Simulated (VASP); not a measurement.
# InAs (F-43m) in VASP: further runs

InAs is run at these levels: PBEsol+D3(BJ); tasks: single point.

Everything below comes from runs of VASP 6.6.1. Logs are shortened: lines on timing, memory, paths and dates and some standing lists are left out, and cuts for length are marked.

**The experiment to reproduce.**

From a printed reference work, data compilation, for a bulk crystal of InAs at 4.2 K: band gap 0.418 eV (direct).

How close the calculation comes is told below.

## (1) The cell of the first run

Symmetry: F-43m, No. 216, cubic system. The conventional cell has a = 5.954 Å, b = 5.954 Å, c = 5.954 Å, α = 90.00°, β = 90.00°, γ = 90.00°. In (site symmetry -43m) has 4 As at 2.58 Å within 3.4 Å. Within 3.4 Å of As (site symmetry -43m) lie 4 In at 2.58 Å.

## (2) Single point, PBEsol+D3(BJ)

Input file INCAR:

```
ALGO = Normal
EDIFF = 1E-6
ENCUT = 520
GGA = PS
ISIF = 2
ISMEAR = 0
IVDW = 12
LASPH = True
LCHARG = False
LREAL = False
LWAVE = False
NBANDS = 16
NELM = 80
PREC = Accurate
SIGMA = 0.01
```

Input file KPOINTS:

```
k-points
0
Gamma
  8 8 8
```

Input file POSCAR:

```
InAs
1.0
    0.0000000000      2.9772112161      2.9772112161
    2.9772112161      0.0000000000      2.9772112161
    2.9772112161      2.9772112161      0.0000000000
In As
1 1
Direct
    0.0000000000      0.0000000000      0.0000000000
    0.7500000000      0.7500000000      0.7500000000
```

Potentials or basis: VASP PAW PBE potentials, release 64 (In_d, As).

On the command line:

```console
cat potpaw_PBE.64/In_d/POTCAR potpaw_PBE.64/As/POTCAR > POTCAR
mpirun -np 1 vasp_std > vasp.out
```

OUTCAR:

```text
EDIFF = 1E-6
   ENCUT = 520
   GGA = PS
   ISIF = 2
   ISMEAR = 0
   IVDW = 12
   LASPH = True
   LREAL = False
   NELM = 80
   PREC = Accurate
 IVDW          = 12

 ion  position               nearest neighbor table
   1  0.000  0.000  0.000-   2 2.58   2 2.58   2 2.58   2 2.58
   2  0.750  0.750  0.750-   1 2.58   1 2.58   1 2.58   1 2.58

  LATTYP: Found a face centered cubic cell.
 ALAT       =     5.9544224322

  Lattice vectors:

 A1 = (   0.0000000000,   2.9772112161,   2.9772112161)
 A2 = (   2.9772112161,   0.0000000000,   2.9772112161)
 A3 = (   2.9772112161,   2.9772112161,   0.0000000000)

Analysis of symmetry for initial positions (statically):
=====================================================================
 Subroutine PRICEL returns:
 Original cell was already a primitive cell.

 Routine SETGRP: Setting up the symmetry group for a
 face centered cubic supercell.

 Subroutine GETGRP returns: Found 24 space group operations
 (whereof 24 operations were pure point group operations)
 out of a pool of 48 trial point group operations.

The static configuration has the point symmetry T_d .

Analysis of symmetry for dynamics (positions and initial velocities):
=====================================================================
 Subroutine PRICEL returns:
 Original cell was already a primitive cell.

 Routine SETGRP: Setting up the symmetry group for a
 face centered cubic supercell.

 Subroutine GETGRP returns: Found 24 space group operations
 (whereof 24 operations were pure point group operations)
 out of a pool of 48 trial point group operations.

The dynamic configuration has the point symmetry T_d .

 Subroutine INISYM returns: Found 24 space group operations
 (whereof 24 operations are pure point group operations),
 and found     1 'primitive' translations

----------------------------------------------------------------------------------------

                                     Primitive cell

  volume of cell :      52.7787

  direct lattice vectors                    reciprocal lattice vectors
     0.000000000  2.977211216  2.977211216    -0.167942401  0.167942401  0.167942401
     2.977211216  0.000000000  2.977211216     0.167942401 -0.167942401  0.167942401
     2.977211216  2.977211216  0.000000000     0.167942401  0.167942401 -0.167942401

  length of vectors
     4.210412480  4.210412480  4.210412480     0.290884771  0.290884771  0.290884771

  position of ions in fractional coordinates (direct lattice)
     0.000000000  0.000000000  0.000000000
     0.750000000  0.750000000  0.750000000

  ion indices of the primitive-cell ions
   primitive index   ion index
                 1           1
                 2           2

----------------------------------------------------------------------------------------

 KPOINTS: k-points

Automatic generation of k-mesh.
 Grid dimensions read from file:
 generate k-points for:    8    8    8

 Generating k-lattice:

  Cartesian coordinates                     Fractional coordinates (reciprocal lattice)
    -0.020992800  0.020992800  0.020992800     0.125000000  0.000000000  0.000000000
     0.020992800 -0.020992800  0.020992800     0.000000000  0.125000000  0.000000000
     0.020992800  0.020992800 -0.020992800     0.000000000  0.000000000  0.125000000

  Length of vectors
     0.036360596  0.036360596  0.036360596

  Shift w.r.t. Gamma in fractional coordinates (k-lattice)
     0.000000000  0.000000000  0.000000000

 Subroutine IBZKPT returns following result:
 ===========================================

 Found     29 irreducible k-points:

 Following reciprocal coordinates:
            Coordinates               Weight
  0.000000  0.000000  0.000000      1.000000
  0.125000  0.000000  0.000000      8.000000
  0.250000  0.000000  0.000000      8.000000
  0.375000  0.000000  0.000000      8.000000
  0.500000  0.000000  0.000000      4.000000
  0.125000  0.125000  0.000000      6.000000
[... 16 lines left out ...]
  0.500000  0.250000  0.125000     48.000000
 -0.375000  0.250000  0.125000     24.000000
 [... further k-points ...]
   k-points           NKPTS =     29   k-points in BZ     NKDIM =     29   number of bands    NBANDS=     16
   number of dos      NEDOS =    301   number of ions     NIONS =      2
   total plane-waves  NPLWV =  32768
   dimension x,y,z NGX =    32 NGY =   32 NGZ =   32
   dimension x,y,z NGXF=    64 NGYF=   64 NGZF=   64
   ions per type =               1   1
   NGX,Y,Z   is equivalent  to a cutoff of  12.64, 12.64, 12.64 a.u.
   NGXF,Y,Z  is equivalent  to a cutoff of  25.27, 25.27, 25.27 a.u.
 SYSTEM =  unknown system
   PREC   = accura    normal or accurate (medium, high low for compatibility)
   ISTART =      0    job   : 0-new  1-cont  2-samecut
   ICHARG =      2    charge: 1-file 2-atom 10-const
   ISPIN  =      1    spin polarized calculation?
   LNONCOLLINEAR =      F non collinear calculations
   LSORBIT =      F    spin-orbit coupling
   LASPH  =      T    aspherical Exc in radial PAW
   ENCUT  =  520.0 eV  38.22 Ry    6.18 a.u.   7.83  7.83  7.83*2*pi/ulx,y,z
   NELM   =     80;   NELMIN=  2; NELMDL= -5     # of ELM steps
   EDIFF  = 0.1E-05   stopping-criterion for ELM
   LREAL  =      F    real-space projection
   EDIFFG = 0.1E-04   stopping-criterion for IOM
   NSW    =      0    number of steps for IOM
   IBRION =     -1    ionic relax: 0-MD 1-quasi-New 2-CG
   NFREE  =      0    steps in history (QN), initial steepest desc. (CG)
   ISIF   =      2    stress and relaxation
   ISYM   =      2    0-nonsym 1-usesym 2-fastsym
   POTIM  = 0.5000    time-step for ionic-motion
   TEBEG  =    0.0;   TEEND  =   0.0 temperature during run
   PSTRESS=    0.0 pullay stress
   NELECT =      18.0000    total number of electrons
   NUPDOWN=      -1.0000    fix difference up-down
   EMIN   =  10.00;   EMAX   =-10.00  energy-range for DOS
   EFERMI =   0.00;   METHOD = LEGACY
   ISMEAR =     0;   SIGMA  =   0.01  broadening in eV -4-tet -1-fermi 0-gaus
   EFERMI_NEDOS =   21; number of points for ismear=-14 and -15
   IALGO  =     38    algorithm
   IMIX   =      4    mixing-type and parameters
     AMIX     =   0.40;   BMIX     =  1.00
     AMIX_MAG =   1.60;   BMIX_MAG =  1.00
  volume/ion in A,a.u.               =      26.39       178.08
  Fermi-wavevector in a.u.,A,eV,Ry     =   1.143789  2.161448 17.799875  1.308254
  Thomas-Fermi vector in A             =   2.280483
   LORBIT       =      0    0 simple, 1 ext, 2 COOP (PROOUT), +10 PAW based schemes
   GGA     = PS    functional components
   LHFCALC =     F    Hartree Fock is set to
   AEXX    =    0.0000 exact exchange contribution
   IVDW    =    12    specifies the selected vdW correction
   LEPSILON=     F    determine dielectric tensor
   LRPA    =     F    only Hartree local field effects (RPA)
 non-spin polarized calculation
 Gauss-broadening in eV      SIGMA  =   0.01
  energy-cutoff  :      520.00
  volume of cell :       52.78
 maximum number of plane-waves:      1433
   NGX = 15   NGY = 15   NGZ = 15

 number of electron      18.0000006 magnetization

 Free energy of the ion-electron system (eV)
  ---------------------------------------------------
  ext. energy  EPLUGINS =         0.00000000
  ---------------------------------------------------
  free energy    TOTEN  =        -8.43772435 eV

  energy without entropy =       -8.43769422  energy(sigma->0) =       -8.43770929

 E-fermi :   4.8597     XC(G=0):  -9.4873

 val. band max:        4.8566764044   @ k =   0.0000   0.0000   0.0000
 cond. band min:       5.8295022622   @ k =   0.5000   0.0000   0.0000
 fundamental gap:      0.9728258578
 Fermi energy:         4.8597220488

 k-point     1 :       0.0000    0.0000    0.0000
  band No.  band energies     occupation
      1      -9.5838      2.00000
      2      -9.5838      2.00000
      3      -9.5838      2.00000
      4      -9.4351      2.00000
      5      -9.4351      2.00000
      6      -7.3467      2.00000
[... 8 lines left out ...]
     15      14.6435      0.00000
     16      14.6435      0.00000

 k-point     2 :       0.1250    0.0000    0.0000
  band No.  band energies     occupation
      1      -9.6099      2.00000
      2      -9.5768      2.00000
      3      -9.5768      2.00000
      4      -9.4353      2.00000
      5      -9.4353      2.00000
      6      -7.1689      2.00000
[... 8 lines left out ...]
     15      13.6664      0.00000
     16      13.6664      0.00000

 k-point     3 :       0.2500    0.0000    0.0000
  band No.  band energies     occupation
      1      -9.6669      2.00000
      2      -9.5618      2.00000
      3      -9.5618      2.00000
      4      -9.4338      2.00000
      5      -9.4338      2.00000
      6      -6.6819      2.00000
[... 8 lines left out ...]
     15      13.4209      0.00000
     16      13.4209      0.00000

 k-point     4 :       0.3750    0.0000    0.0000
  band No.  band energies     occupation
      1      -9.7181      2.00000
      2      -9.5500      2.00000
      3      -9.5500      2.00000
      4      -9.4288      2.00000
      5      -9.4288      2.00000
      6      -6.0519      2.00000
[... 8 lines left out ...]
     15      14.4252      0.00000
     16      14.4252      0.00000
[... 324 lines left out ...]
 k-point    22 :       0.3750    0.2500    0.1250
  band No.  band energies     occupation
      1      -9.7115      2.00000
      2      -9.5435      2.00000
      3      -9.5379      2.00000
      4      -9.4500      2.00000
      5      -9.4238      2.00000
      6      -6.2847      2.00000
[... 8 lines left out ...]
     15      15.0887      0.00000
     16      15.7717      0.00000

 k-point    23 :       0.5000    0.2500    0.1250
  band No.  band energies     occupation
      1      -9.7437      2.00000
      2      -9.5371      2.00000
      3      -9.5247      2.00000
      4      -9.4470      2.00000
      5      -9.4240      2.00000
      6      -5.7171      2.00000
[... 8 lines left out ...]
     15      15.2741      0.00000
     16      16.0413      0.00000

 k-point    24 :      -0.3750    0.2500    0.1250
  band No.  band energies     occupation
      1      -9.7557      2.00000
      2      -9.5360      2.00000
      3      -9.5199      2.00000
      4      -9.4418      2.00000
      5      -9.4264      2.00000
      6      -5.4140      2.00000
[... 8 lines left out ...]
     15      15.2787      0.00000
     16      16.1088      0.00000

 [... further k-points ...]

------------------------ aborting loop because EDIFF is reached ----------------------------------------

 Edisp (eV)   -0.66084

 E8    (eV) :    -0.4544

  FORCE on cell =-STRESS in cart. coord.  units (eV):
  Direction    XX          YY          ZZ          XY          YZ          ZX
  --------------------------------------------------------------------------------------
  -------------------------------------------------------------------------------------
  Total       0.80820     0.80820     0.80820     0.00000    -0.00000     0.00000
  in kB      24.53416    24.53416    24.53416     0.00000    -0.00000     0.00000
  external pressure =       24.53 kB  Pullay stress =        0.00 kB

 VOLUME and BASIS-vectors are now :
 -----------------------------------------------------------------------------
  energy-cutoff  :      520.00
  volume of cell :       52.78
      direct lattice vectors                 reciprocal lattice vectors
     0.000000000  2.977211216  2.977211216    -0.167942401  0.167942401  0.167942401
     2.977211216  0.000000000  2.977211216     0.167942401 -0.167942401  0.167942401
     2.977211216  2.977211216  0.000000000     0.167942401  0.167942401 -0.167942401

 POSITION                                       TOTAL-FORCE (eV/Angst)
 -----------------------------------------------------------------------------------
      0.00000      0.00000      0.00000        -0.000000     -0.000000     -0.000000
      4.46582      4.46582      4.46582         0.000000      0.000000      0.000000
 -----------------------------------------------------------------------------------
    total drift:                                0.000000      0.000000      0.000000

  FREE ENERGIE OF THE ION-ELECTRON SYSTEM (eV)
  ---------------------------------------------------
  free  energy   TOTEN  =        -9.0985666831 eV

  energy  without entropy=       -9.0985365538  energy(sigma->0) =       -9.09855162
```

Wall time 28 s (1 thread of AMD EPYC 7R13, shared host); peak memory 0.16 GiB.

What came out:

```yaml
Free_energy: -9.0986 eV
Pressure: 2.5 GPa
Band_gap_on_the_k_mesh: zero (filled and empty bands touch)
Dispersion_energy_per_atom: -0.330 eV
```

Levels at points of the mesh, in eV from the Fermi level:
```csv
k point,band 6,band 7,band 8,band 9,band 10,band 11,band 12,band 13
"(0.00, 0.00, 0.00)",-12.21,-0.05,0.00,0.00,0.00,3.87,3.87,3.87
"(0.50, 0.00, 0.00)",-10.57,-6.07,-1.07,-1.07,0.97,4.64,4.64,6.75
"(0.50, 0.50, 0.00)",-9.97,-6.10,-2.51,-2.51,1.35,1.97,9.38,9.54
```

Caveat: three body term missing; the PAW data sets were made with another functional, which shifts forces and pressure a little; spin-orbit coupling is left out, which moves the levels of the heavy elements; pairwise dispersion overbinds metals, which lowers pressure and volume.

## (3) Single point, PBEsol+D3(BJ)

This run uses another cell than the first one, of 26.94 Å³/atom, 1.021 times its volume.

Input file INCAR:

```
PREC = Accurate
ENCUT = 520
EDIFF = 1E-6
ISMEAR = 0
SIGMA = 0.01
LREAL = False
LASPH = True
NELM = 60
ALGO = Normal
ISIF = 2
LWAVE = False
LCHARG = False
GGA = PS
IVDW = 12
NBANDS = 16
```

Input file KPOINTS:

```
Automatic mesh
0
Gamma
  8 8 8
```

Input file POSCAR:

```
InAs
1.0
    0.0000000000      2.9977443561      2.9977443561
    2.9977443561      0.0000000000      2.9977443561
    2.9977443561      2.9977443561      0.0000000000
In As
1 1
Direct
    0.0000000000      0.0000000000      0.0000000000
    0.7500000000      0.7500000000      0.7500000000
```

Potentials or basis: VASP PAW PBE potentials, release 64 (In_d, As).

On the command line:

```console
cat potpaw_PBE.64/In_d/POTCAR potpaw_PBE.64/As/POTCAR > POTCAR
mpirun -np 1 vasp_std > vasp.out
```

It took 29 s on 1 thread of AMD EPYC 7R13, shared host; peak memory 0.16 GiB.

Results (log left out):

```yaml
Free_energy: -9.1107 eV
Pressure: 1.0 GPa
Band_gap_on_the_k_mesh: zero (filled and empty bands touch)
Dispersion_energy_per_atom: -0.324 eV
```

Levels at points of the mesh, in eV from the Fermi level:
| k point | band 7 | band 8 | band 9 | band 10 | band 11 | band 12 |
| --- | --- | --- | --- | --- | --- | --- |
| (0.00, 0.00, 0.00) | -0.16 | 0.00 | 0.00 | 0.00 | 3.86 | 3.86 |
| (0.50, 0.00, 0.00) | -5.95 | -1.04 | -1.04 | 0.93 | 4.63 | 4.63 |
| (0.50, 0.50, 0.00) | -6.00 | -2.44 | -2.44 | 1.39 | 1.98 | 9.24 |

Caveat: three body term missing; the PAW data sets were made with another functional, which shifts forces and pressure a little; spin-orbit coupling is left out, which moves the levels of the heavy elements; pairwise dispersion overbinds metals, which lowers pressure and volume.

## (4) Single point, PBEsol+D3(BJ)

This run uses another cell than the first one, of 27.49 Å³/atom, 1.042 times its volume.

INCAR is that of step 3.

KPOINTS is that of step 3.

Input file POSCAR:

```
InAs
1.0
    0.0000000000      3.0180000000      3.0180000000
    3.0180000000      0.0000000000      3.0180000000
    3.0180000000      3.0180000000      0.0000000000
In As
1 1
Direct
    0.0000000000      0.0000000000      0.0000000000
    0.7500000000      0.7500000000      0.7500000000
```

On the command line:

```console
cat potpaw_PBE.64/In_d/POTCAR potpaw_PBE.64/As/POTCAR > POTCAR
mpirun -np 1 vasp_std > vasp.out
```

Run time: 37 s. Hardware: 1 thread of AMD EPYC 7R13, shared host; peak memory 0.17 GiB.

The run converged. Its results:

```yaml
Free_energy: -9.1138 eV
Pressure: -0.2 GPa
Band_gap_on_the_k_mesh: zero (filled and empty bands touch)
Dispersion_energy_per_atom: -0.317 eV
```

Levels at points of the mesh, in eV from the Fermi level:
```csv
k point,band 7,band 8,band 9,band 10,band 11,band 12
"(0.00, 0.00, 0.00)",-0.26,0.00,0.00,0.00,3.85,3.85
"(0.50, 0.00, 0.00)",-5.85,-1.01,-1.01,0.88,4.62,4.62
"(0.50, 0.50, 0.00)",-5.91,-2.37,-2.37,1.43,1.98,9.11
```

Caveat: three body term missing; the PAW data sets were made with another functional, which shifts forces and pressure a little; spin-orbit coupling is left out, which moves the levels of the heavy elements; pairwise dispersion overbinds metals, which lowers pressure and volume.

## (5) Single point, PBEsol+D3(BJ)

This run uses another cell than the first one, of 28.04 Å³/atom, 1.063 times its volume.

INCAR: that of step 4 with these lines changed.

```diff
@@ -7,3 +7,3 @@
 LASPH = True
-NELM = 60
+NELM = 100
 ALGO = Normal
```

KPOINTS is that of step 4.

Input file POSCAR:

```
InAs
1.0
    0.0000000000      3.0379873375      3.0379873375
    3.0379873375      0.0000000000      3.0379873375
    3.0379873375      3.0379873375      0.0000000000
In As
1 1
Direct
    0.0000000000      0.0000000000      0.0000000000
    0.7500000000      0.7500000000      0.7500000000
```

On the command line:

```console
cat potpaw_PBE.64/In_d/POTCAR potpaw_PBE.64/As/POTCAR > POTCAR
mpirun -np 1 vasp_std > vasp.out
```

Run time: 39 s. Hardware: 1 thread of AMD EPYC 7R13, shared host; peak memory 0.17 GiB.

The run converged. Its results:

```
Free energy                : -9.1085 eV
Pressure                   : -1.4 GPa
Band gap on the k mesh     : zero (filled and empty bands touch)
Dispersion energy per atom : -0.311 eV
```

Levels at points of the mesh, in eV from the Fermi level:
| k point | band 7 | band 8 | band 9 | band 10 | band 11 | band 12 |
| --- | --- | --- | --- | --- | --- | --- |
| (0.00, 0.00, 0.00) | -0.36 | 0.00 | 0.00 | 0.00 | 3.85 | 3.85 |
| (0.50, 0.00, 0.00) | -5.75 | -0.98 | -0.98 | 0.84 | 4.61 | 4.61 |
| (0.50, 0.50, 0.00) | -5.83 | -2.30 | -2.30 | 1.46 | 1.97 | 8.98 |

Caveat: three body term missing; the PAW data sets were made with another functional, which shifts forces and pressure a little; spin-orbit coupling is left out, which moves the levels of the heavy elements; pairwise dispersion overbinds metals, which lowers pressure and volume.

[end of part 1 of 2]
